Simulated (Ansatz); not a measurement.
**HfN: pressure against volume, fitted**

```xyz
2
Lattice="0.0000 2.2590 2.2590 2.2590 0.0000 2.2590 2.2590 2.2590 0.0000" Properties=species:S:1:pos:R:3 pbc="T T T"
Hf    0.0000    0.0000    0.0000
N     2.2590    2.2590    2.2590
```

Atoms are numbered in the order listed.

The cell comes from COD entry 1539063, which wasn't checked; take it as a given geometry.

Spin polarisation is left out, and whether a magnetic state lies lower isn't shown here.

No spin–orbit coupling, which matters for the heavy atoms here.

The calculation used DFT, PBEsol, all-electron LAPW, scalar-relativistic in Ansatz 0.2.0.

The runs use a Γ-centred 10×10×10 k mesh, Fermi–Dirac smearing of 0.01 eV, basis error target 0.5 meV/atom, no spin polarisation.

The cell is scaled evenly. Fractional coordinates are held (clamped ions).

| V (Å³/atom) | P (GPa) |
| --- | --- |
| 10.836 | 16.21 |
| 11.297 | 2.76 |
| 11.413 | -0.18 |
| 11.528 | -2.96 |
| 11.643 | -5.61 |
| 11.758 | -8.11 |
| 11.989 | -12.74 |
| 12.220 | -16.89 |

(1) Fit a third-order Birch–Murnaghan curve to the pressures.

(2) Predict the pressure at the withheld volume, 11.067 Å³/atom.

## Answers

(1) P = (3B0/2)(y^(7/2) − y^(5/2))[1 + (3/4)(B0′ − 4)(y − 1)] with y = (V0/V)^(2/3) fits within 0.01 GPa for V0 = 11.405 Å³/atom, B0 = 283.8 GPa and B0′ = 4.27.

(2) There y = 1.0203, so the fit gives 9.12 GPa; the run gave 9.13 GPa.
